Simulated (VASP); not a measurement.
# Sc (P6_3/mmc) in VASP: further runs, part 2 of 3

VASP 6.6.1. The steps go on from the part before.

### Step 4. Single point, PBEsol

Contents of INCAR:

```
PREC = Accurate
ENCUT = 520
EDIFF = 1E-7
ISMEAR = 0
SIGMA = 0.5
LREAL = F
LASPH = T
NELM = 80
ALGO = Normal
ISIF = 2
LWAVE = F
LCHARG = F
GGA = PS
NBANDS = 18
```

Contents of KPOINTS:

```
Automatic mesh
0
Gamma
  15 15 8
```

Contents of POSCAR:

```
Sc
1.0
    3.2785900000      0.0000000000      0.0000000000
   -1.6392900000      2.8393400000      0.0000000000
    0.0000000000      0.0000000000      5.0848600000
Sc
2
Direct
    0.3333300000      0.6666700000      0.2500000000
    0.6666700000      0.3333300000      0.7500000000
```

Potentials or basis: VASP PAW PBE potentials, release 64 (Sc_sv).

Launch:

```
$ cat potpaw_PBE.64/Sc_sv/POTCAR > POTCAR
$ mpirun -np 1 vasp_std > vasp.out
```

OUTCAR:

```text
PREC = Accurate
   ENCUT = 520
   EDIFF = 1E-7
   ISMEAR = 0
   LREAL = F
   LASPH = T
   NELM = 80
   ISIF = 2
   GGA = PS

 ion  position               nearest neighbor table
   1  0.333  0.667  0.250-   2 3.17   2 3.17   2 3.17   2 3.17   2 3.17   2 3.17
   2  0.667  0.333  0.750-   1 3.17   1 3.17   1 3.17   1 3.17   1 3.17   1 3.17

  LATTYP: Found a hexagonal cell.
 ALAT       =     3.2785900000
 C/A-ratio  =     1.5509289054

  Lattice vectors:

 A1 = (   3.2785900000,   0.0000000000,   0.0000000000)
 A2 = (  -1.6392900000,   2.8393400000,   0.0000000000)
 A3 = (   0.0000000000,   0.0000000000,   5.0848600000)

Analysis of symmetry for initial positions (statically):
=====================================================================
 Subroutine PRICEL returns:
 Original cell was already a primitive cell.

 Routine SETGRP: Setting up the symmetry group for a
 hexagonal supercell.

 Subroutine GETGRP returns: Found  8 space group operations
 (whereof  4 operations were pure point group operations)
 out of a pool of 24 trial point group operations.
[... 158 lines left out ...]
  ---------------------------------------------------
  ext. energy  EPLUGINS =         0.00000000
  ---------------------------------------------------
  free energy    TOTEN  =       -13.43209245 eV

  energy without entropy =      -13.02915088  energy(sigma->0) =      -13.23062167

 E-fermi :   3.8248     XC(G=0): -10.1549

 val. band max:        3.8242782621   @ k =   0.4000   0.2000   0.3750
 cond. band min:       3.8275990490   @ k =   0.4667   0.4667   0.3750
 fundamental gap:      0.0033207870
 Fermi energy:         3.8247956025

 k-point     1 :       0.0000    0.0000    0.0000
  band No.  band energies     occupation
      1     -45.2696      2.00000
      2     -45.1817      2.00000
      3     -24.2434      2.00000
      4     -23.8285      2.00000
      5     -23.8285      2.00000
      6     -23.7498      2.00000
[... 481 lines left out ...]
      5     -23.9553      2.00000
      6     -23.8907      2.00000
[... 10 lines left out ...]
     17       6.8866      0.00000
     18       7.2235      0.00000

 [... further k-points ...]
[... 5 lines left out ...]
  --------------------------------------------------------------------------------------
  -------------------------------------------------------------------------------------
  Total        0.0538870      0.0539553      0.3831119      0.0000593      0.0000000     -0.0000000
  in kB        1.8239417      1.8262528     12.9673955      0.0020072      0.0000000     -0.0000000
  external PRESSURE =       5.5391967 kB  Pullay stress =       0.0000000 kB

 VOLUME and BASIS-vectors are now :
 -----------------------------------------------------------------------------
  energy-cutoff  :      520.00
  volume of cell :       47.34
      direct lattice vectors                 reciprocal lattice vectors
     3.278590000  0.000000000  0.000000000     0.305009166  0.176096725  0.000000000
    -1.639290000  2.839340000  0.000000000     0.000000000  0.352194524  0.000000000
     0.000000000  0.000000000  5.084860000     0.000000000  0.000000000  0.196662248

 POSITION                                       TOTAL-FORCE (eV/Angst)
 -----------------------------------------------------------------------------------
     -0.00001      1.89290      1.27121         0.000049     -0.000028     -0.000000
      1.63931      0.94644      3.81365        -0.000049      0.000028      0.000000
 -----------------------------------------------------------------------------------
    total drift:                                0.000000      0.000000      0.000000

  FREE ENERGIE OF THE ION-ELECTRON SYSTEM (eV)
  ---------------------------------------------------
  free  energy   TOTEN  =       -13.4320924502 eV

  energy  without entropy=      -13.0291508836  energy(sigma->0) =      -13.23062167
```

It took 2.7 min on 1 thread of Intel Xeon Platinum 8488C (Sapphire Rapids), shared host; peak memory 0.33 GiB.

Results:

| Quantity | Value |
| --- | --- |
| Free energy | -13.4321 eV |
| Pressure | 0.6 GPa |
| Band gap on the k mesh | none (metal or under the smearing width) |

Levels at points of the mesh, in eV from the Fermi level:
```
           k point  band 8  band 9  band 10  band 11  band 12  band 13  band 14  band 15
(0.00, 0.00, 0.00)  -27.56   -5.22    -1.70     0.73     1.63     1.63     1.93     2.12
(0.00, 0.00, 0.50)  -27.61   -3.62    -3.62     1.01     1.01     1.54     1.54     1.54
```

Caveat: the PAW data sets were made with another functional, which shifts forces and pressure a little.

### Step 5. Single point, PBEsol

INCAR, as its differences from that of step 4:

```diff
@@ -1,6 +1,6 @@
 PREC = Accurate
-ENCUT = 520
+ENCUT = 900
 EDIFF = 1E-7
 ISMEAR = 0
-SIGMA = 0.5
+SIGMA = 0.1
 LREAL = F
```

KPOINTS is that of step 4.

POSCAR is that of step 4.

Potentials or basis: VASP PAW PBE potentials, release 64 (Sc_sv).

Launch:

```
$ cat potpaw_PBE.64/Sc_sv/POTCAR > POTCAR
$ mpirun -np 1 vasp_std > vasp.out
```

OUTCAR:

```text
PREC = Accurate
   ENCUT = 900
   EDIFF = 1E-7
   ISMEAR = 0
   LREAL = F
   LASPH = T
   NELM = 80
   ISIF = 2
   GGA = PS

 ion  position               nearest neighbor table
   1  0.333  0.667  0.250-   2 3.17   2 3.17   2 3.17   2 3.17   2 3.17   2 3.17
   2  0.667  0.333  0.750-   1 3.17   1 3.17   1 3.17   1 3.17   1 3.17   1 3.17

  LATTYP: Found a hexagonal cell.
 ALAT       =     3.2785900000
 C/A-ratio  =     1.5509289054

  Lattice vectors:

 A1 = (   3.2785900000,   0.0000000000,   0.0000000000)
 A2 = (  -1.6392900000,   2.8393400000,   0.0000000000)
 A3 = (   0.0000000000,   0.0000000000,   5.0848600000)

Analysis of symmetry for initial positions (statically):
=====================================================================
 Subroutine PRICEL returns:
 Original cell was already a primitive cell.

 Routine SETGRP: Setting up the symmetry group for a
 hexagonal supercell.

 Subroutine GETGRP returns: Found  8 space group operations
 (whereof  4 operations were pure point group operations)
 out of a pool of 24 trial point group operations.

The static configuration has the point symmetry C_2h.
 The point group associated with its full space group is D_2h.

Analysis of symmetry for dynamics (positions and initial velocities):
=====================================================================
 Subroutine PRICEL returns:
 Original cell was already a primitive cell.

 Routine SETGRP: Setting up the symmetry group for a
 hexagonal supercell.

 Subroutine GETGRP returns: Found  8 space group operations
 (whereof  4 operations were pure point group operations)
 out of a pool of 24 trial point group operations.

The dynamic configuration has the point symmetry C_2h.
 The point group associated with its full space group is D_2h.

 Subroutine INISYM returns: Found  8 space group operations
 (whereof  4 operations are pure point group operations),
 and found     1 'primitive' translations

----------------------------------------------------------------------------------------

                                     Primitive cell

  volume of cell :      47.3351

  direct lattice vectors                    reciprocal lattice vectors
     3.278590000  0.000000000  0.000000000     0.305009166  0.176096725  0.000000000
    -1.639290000  2.839340000  0.000000000     0.000000000  0.352194524  0.000000000
     0.000000000  0.000000000  5.084860000     0.000000000  0.000000000  0.196662248

  length of vectors
     3.278590000  3.278585570  5.084860000     0.352194048  0.352194524  0.196662248

  position of ions in fractional coordinates (direct lattice)
     0.333330000  0.666670000  0.250000000
     0.666670000  0.333330000  0.750000000

  ion indices of the primitive-cell ions
   primitive index   ion index
                 1           1
                 2           2

----------------------------------------------------------------------------------------

 KPOINTS: Automatic mesh

Automatic generation of k-mesh.
 Grid dimensions read from file:
 generate k-points for:   15   15    8

 Generating k-lattice:

  Cartesian coordinates                     Fractional coordinates (reciprocal lattice)
     0.020333944  0.011739782  0.000000000     0.066666667  0.000000000  0.000000000
     0.000000000  0.023479635  0.000000000     0.000000000  0.066666667  0.000000000
     0.000000000  0.000000000  0.024582781     0.000000000  0.000000000  0.125000000

  Length of vectors
     0.023479603  0.023479635  0.024582781

  Shift w.r.t. Gamma in fractional coordinates (k-lattice)
     0.000000000  0.000000000  0.000000000

 Subroutine IBZKPT returns following result:
 ===========================================

 Found    320 irreducible k-points:

 Following reciprocal coordinates:
            Coordinates               Weight
  0.000000  0.000000  0.000000      1.000000
  0.066667  0.000000  0.000000      4.000000
 -0.066667  0.066667  0.000000      2.000000
  0.133333  0.000000  0.000000      4.000000
 -0.133333  0.133333  0.000000      2.000000
  0.200000  0.000000  0.000000      4.000000
[... 16 lines left out ...]
 -0.266667  0.200000  0.000000      4.000000
  0.266667  0.066667  0.000000      4.000000
 [... further k-points ...]
   k-points           NKPTS =    320   k-points in BZ     NKDIM =    320   number of bands    NBANDS=     18
   number of dos      NEDOS =    301   number of ions     NIONS =      2
   total plane-waves  NPLWV =  51200
   dimension x,y,z NGX =    32 NGY =   32 NGZ =   50
   dimension x,y,z NGXF=    64 NGYF=   64 NGZF=  100
   ions per type =               2
   NGX,Y,Z   is equivalent  to a cutoff of  16.23, 16.23, 16.35 a.u.
   NGXF,Y,Z  is equivalent  to a cutoff of  32.45, 32.45, 32.69 a.u.
 SYSTEM =  unknown system
   PREC   = accura    normal or accurate (medium, high low for compatibility)
   ISTART =      0    job   : 0-new  1-cont  2-samecut
   ICHARG =      2    charge: 1-file 2-atom 10-const
   ISPIN  =      1    spin polarized calculation?
   LNONCOLLINEAR =      F non collinear calculations
   LSORBIT =      F    spin-orbit coupling
   LASPH  =      T    aspherical Exc in radial PAW
   ENCUT  =  900.0 eV  66.15 Ry    8.13 a.u.   8.02  8.02 12.44*2*pi/ulx,y,z
   NELM   =     80;   NELMIN=  2; NELMDL= -5     # of ELM steps
   EDIFF  = 0.1E-06   stopping-criterion for ELM
   LREAL  =      F    real-space projection
   EDIFFG = 0.1E-05   stopping-criterion for IOM
   NSW    =      0    number of steps for IOM
   IBRION =     -1    ionic relax: 0-MD 1-quasi-New 2-CG
   NFREE  =      0    steps in history (QN), initial steepest desc. (CG)
   ISIF   =      2    stress and relaxation
   ISYM   =      2    0-nonsym 1-usesym 2-fastsym
   POTIM  = 0.5000    time-step for ionic-motion
   TEBEG  =    0.0;   TEEND  =   0.0 temperature during run
   PSTRESS=    0.0 pullay stress
   NELECT =      22.0000    total number of electrons
   NUPDOWN=      -1.0000    fix difference up-down
   EMIN   =  10.00;   EMAX   =-10.00  energy-range for DOS
   EFERMI =   0.00;   METHOD = LEGACY
   ISMEAR =     0;   SIGMA  =   0.10  broadening in eV -4-tet -1-fermi 0-gaus
   EFERMI_NEDOS =   21; number of points for ismear=-14 and -15
   IALGO  =     38    algorithm
   IMIX   =      4    mixing-type and parameters
     AMIX     =   0.40;   BMIX     =  1.00
     AMIX_MAG =   1.60;   BMIX_MAG =  1.00
  volume/ion in A,a.u.               =      23.67       159.72
  Fermi-wavevector in a.u.,A,eV,Ry     =   1.268103  2.396367 21.879330  1.608085
  Thomas-Fermi vector in A             =   2.401216
   LORBIT       =      0    0 simple, 1 ext, 2 COOP (PROOUT), +10 PAW based schemes
   GGA     = PS    functional components
   LHFCALC =     F    Hartree Fock is set to
   AEXX    =    0.0000 exact exchange contribution
   IVDW    =     0    specifies the selected vdW correction
   LEPSILON=     F    determine dielectric tensor
   LRPA    =     F    only Hartree local field effects (RPA)
 non-spin polarized calculation
 Gauss-broadening in eV      SIGMA  =   0.10
  energy-cutoff  :      900.00
  volume of cell :       47.34
 maximum number of plane-waves:      2922
   NGX = 17   NGY = 17   NGZ = 25

 number of electron      22.0000001 magnetization

 Free energy of the ion-electron system (eV)
  ---------------------------------------------------
  ext. energy  EPLUGINS =         0.00000000
  ---------------------------------------------------
  free energy    TOTEN  =       -13.22193958 eV

  energy without entropy =      -13.20273812  energy(sigma->0) =      -13.21233885

 E-fermi :   3.8103     XC(G=0): -10.1565

 val. band max:        3.8050569930   @ k =   0.4000   0.2000   0.3750
 cond. band min:       3.8191674147   @ k =   0.4000   0.4000   0.3750
 fundamental gap:      0.0141104217
 Fermi energy:         3.8102906105

 k-point     1 :       0.0000    0.0000    0.0000
  band No.  band energies     occupation
      1     -45.2883      2.00000
      2     -45.2006      2.00000
      3     -24.2505      2.00000
      4     -23.8515      2.00000
      5     -23.8514      2.00000
      6     -23.7729      2.00000
[... 10 lines left out ...]
     17       6.1920      0.00000
     18       6.1921      0.00000
[... 463 lines left out ...]
 k-point    24 :       0.2667    0.0667    0.0000
  band No.  band energies     occupation
      1     -45.2463      2.00000
      2     -45.1908      2.00000
      3     -24.1281      2.00000
      4     -24.0469      2.00000
      5     -23.9780      2.00000
      6     -23.9134      2.00000
[... 10 lines left out ...]
     17       6.8704      0.00000
     18       7.2066      0.00000

 [... further k-points ...]
[... 5 lines left out ...]
  --------------------------------------------------------------------------------------
  -------------------------------------------------------------------------------------
  Total        0.0122829      0.0123768      0.0049809      0.0000814      0.0000000      0.0000000
  in kB        0.4157453      0.4189250      0.1685905      0.0027550      0.0000000      0.0000000
  external PRESSURE =       0.3344203 kB  Pullay stress =       0.0000000 kB

 VOLUME and BASIS-vectors are now :
 -----------------------------------------------------------------------------
  energy-cutoff  :      900.00
  volume of cell :       47.34
      direct lattice vectors                 reciprocal lattice vectors
     3.278590000  0.000000000  0.000000000     0.305009166  0.176096725  0.000000000
    -1.639290000  2.839340000  0.000000000     0.000000000  0.352194524  0.000000000
     0.000000000  0.000000000  5.084860000     0.000000000  0.000000000  0.196662248

 POSITION                                       TOTAL-FORCE (eV/Angst)
 -----------------------------------------------------------------------------------
     -0.00001      1.89290      1.27121         0.000052     -0.000030      0.000000
      1.63931      0.94644      3.81365        -0.000052      0.000030     -0.000000
 -----------------------------------------------------------------------------------
    total drift:                                0.000000      0.000000      0.000000

  FREE ENERGIE OF THE ION-ELECTRON SYSTEM (eV)
  ---------------------------------------------------
  free  energy   TOTEN  =       -13.2219395848 eV

  energy  without entropy=      -13.2027381229  energy(sigma->0) =      -13.21233885
```

OSZICAR:

```text
N       E                     dE             d eps       ncg     rms          rms(c)
DAV:   1     0.422188774341E+03    0.42219E+03   -0.14376E+04 11528   0.197E+03
DAV:   2     0.128530698485E+02   -0.40934E+03   -0.40008E+03 14232   0.562E+02
DAV:   3    -0.141318888961E+02   -0.26985E+02   -0.26062E+02 18990   0.182E+02
DAV:   4    -0.147029393003E+02   -0.57105E+00   -0.53974E+00 17404   0.252E+01
DAV:   5    -0.147097523324E+02   -0.68130E-02   -0.68085E-02 19752   0.302E+00    0.825E+00
DAV:   6    -0.134075069501E+02    0.13022E+01   -0.28916E+00 15148   0.191E+01    0.246E+00
DAV:   7    -0.132346716116E+02    0.17284E+00   -0.75344E-01 15490   0.886E+00    0.837E-01
DAV:   8    -0.132233936068E+02    0.11278E-01   -0.30297E-02 14364   0.223E+00    0.253E-01
DAV:   9    -0.132219208592E+02    0.14727E-02   -0.75894E-03 15964   0.934E-01    0.179E-02
DAV:  10    -0.132219409762E+02   -0.20117E-04   -0.11279E-04 17638   0.150E-01    0.731E-03
DAV:  11    -0.132219384095E+02    0.25667E-05   -0.32187E-06 18626   0.215E-02    0.196E-03
DAV:  12    -0.132219397989E+02   -0.13894E-05   -0.29624E-07 12864   0.555E-03    0.828E-04
DAV:  13    -0.132219395892E+02    0.20965E-06   -0.22877E-08  8212   0.271E-03    0.909E-05
DAV:  14    -0.132219395848E+02    0.44110E-08   -0.73130E-09  7772   0.200E-03
   1 F= -.13221940E+02 E0= -.13212339E+02  d E =-.192015E-01
```

Wall time 5.5 min (1 thread of Intel Xeon Platinum 8488C (Sapphire Rapids), shared host); peak memory 0.6 GiB.

What came out:

```yaml
Free_energy: -13.2219 eV
Pressure: 0.0 GPa
Band_gap_on_the_k_mesh: none (metal or under the smearing width)
```

Caveat: the PAW data sets were made with another functional, which shifts forces and pressure a little.

[end of part 2 of 3]
